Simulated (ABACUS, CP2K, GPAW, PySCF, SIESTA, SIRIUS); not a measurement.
**Cost and result for the equilibrium volume of BAs**

```
As B
1.0
     0.00000    2.38850    2.38850
     2.38850    0.00000    2.38850
     2.38850    2.38850    0.00000
As B
1 1
Cartesian
  3.5827 3.5827 3.5827
  0.0000 0.0000 0.0000
```

```csv
rung,level,program and potentials,cutoff (eV),k mesh,smearing,core time,chip,equilibrium volume (Å³/atom),notes
GGA + dispersion,BLYP+D3(zero damping),"GPAW, PAW data sets generated for this functional",800,8 × 8 × 8,fermi-dirac 0.05,45 s,Intel Xeon Platinum 8488C Sapphire Rapids,14.06,-
GGA + dispersion,BP86+D3(BJ),"GPAW, PAW data sets generated for this functional",800,8 × 8 × 8,fermi-dirac 0.05,55 s,Intel Xeon Platinum 8488C Sapphire Rapids,13.28,-
GGA,PBEsol,"GPAW, PAW data sets generated for this functional",800,10 × 10 × 10,fermi-dirac 0.05,1.8 min,Arm Neoverse V1,13.61,-
LDA,LDA,"CP2K, GTH_POTENTIALS As GTH-PADE-q5, B GTH-PADE-q3; TZVP-MOLOPT-PBE-GTH basis",-,10 × 10 × 10,fermi-dirac 0.05,2.1 min,Arm Neoverse V2,13.22,atomic basis
GGA,PBE,"ABACUS, PseudoDojo NC SR 0.4.1 PBE standard, plane waves",1143,10 × 10 × 10,fermi-dirac 0.05,3 min,Intel Xeon Platinum 8375C Ice Lake,13.90,-
GGA,PBEsol,"SIRIUS, PseudoDojo 0.4.1 PBEsol standard (scalar relativistic)",1152,10 × 10 × 10,fermi-dirac 0.05,4.6 min,Arm Neoverse V1,13.56,-
LDA,LDA,"SIESTA, files PseudoDojo sr-lda-0.4.1-standard, DZP (energy shift 0.003 Ry; two zetas on semicore shells)",-,10 × 10 × 10,fermi-dirac 0.05,5.3 min,Arm Neoverse V1,13.44,atomic basis
LDA,LDA,"PySCF, DZVP-MOLOPT-SR/GTH-PBE (potentials made for PBE)",-,4 × 4 × 4,fermi-dirac 0.05,14 min,Intel Xeon Skylake/Cascade Lake,13.93,coarse mesh; atomic basis; potentials made for PBE
GGA,PBEsol,"PySCF, DZVP-MOLOPT-SR/GTH-PBE (potentials made for PBE)",-,5 × 5 × 5,fermi-dirac 0.05,14 min,Intel Xeon Skylake/Cascade Lake,13.88,coarse mesh; atomic basis; potentials made for PBE
GGA,PBEsol,"PySCF, DZVP-MOLOPT-SR/GTH-PBE (potentials made for PBE)",-,4 × 4 × 4,fermi-dirac 0.05,16 min,Intel Xeon Skylake/Cascade Lake,13.93,coarse mesh; atomic basis; potentials made for PBE
```

Times are single runs on shared hosts and different chips, so they are rough; meshes, cutoffs and the tasks' sizes weigh on the time. Task: equation of state. All rows: no spin polarisation. Smearing widths are in eV. Meshes differ between rows, which moves values too. Meshes are those of the run's cell of 2 atoms unless a note names another. Misses use the values as printed. Runs on faulty files, with rough fits or with known faults for this quantity aren't shown. No row holds spin-orbit coupling.

Measured: 13.62 Å³/atom at 300 K (arxiv:1906.04101).

Q: Which of the timed runs without a coarse mesh or an atomic basis is the cheapest that comes within 1.5 % of the measured equilibrium volume?

A: PBEsol (GPAW, PAW data sets generated for this functional): 13.61 Å³/atom in 1.8 min. One crystal doesn't make the level reliable, since errors can cancel. The runs are for a static lattice, while measurements hold temperature and zero-point motion.
